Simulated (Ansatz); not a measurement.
In$_{3}$Se under strains and displacements

Theory: DFT PBE, scalar-relativistic, plane waves, PAW in Ansatz 0.2.0.

Settings: cutoff 420 eV, Γ-centred mesh 10×10×10 on the computed 4-atom cell, Gaussian smearing of 0.10 eV; no spin polarisation.

Reference cell:

```
CELL_PARAMETERS angstrom
4.80376 0.00000 0.00000
0.00000 4.80376 0.00000
0.00000 0.00000 4.80376
ATOMIC_POSITIONS crystal
In 0.00000 0.50000 0.50000
In 0.50000 0.00000 0.50000
In 0.50000 0.50000 0.00000
Se 0.00000 0.00000 0.00000
```

Each variant moves atoms of this cell by the vectors given, if any (Å), and then applies a symmetric strain (tensor components, Cartesian axes). The reference cell isn't relaxed at this level. Energies are per atom at zero smearing, counted from the lowest variant. Pressure is positive in compression.

1. strain (xx yy zz yz xz xy, %) 1.20 1.20 1.20 0.00 0.00 0.00
2. strain (xx yy zz yz xz xy, %) 2.46 2.46 2.46 0.00 0.00 0.00
3. strain (xx yy zz yz xz xy, %) 0.99 0.99 0.99 0.00 0.00 0.00
4. strain (xx yy zz yz xz xy, %) 2.43 2.43 2.43 0.00 0.00 0.00

Question: Order the variants by energy, lowest first.

Answer: 3 (0.0 meV/atom), 1 (1.5 meV/atom), 4 (13.7 meV/atom), 2 (14.0 meV/atom). Neighbours within 1 meV/atom are level.

Question: Order them by pressure, highest first.

Answer: 3 (-1.21 GPa), 1 (-1.38 GPa), 4 (-2.27 GPa), 2 (-2.29 GPa).

Spin polarisation was left out, and a magnetic state may lie lower.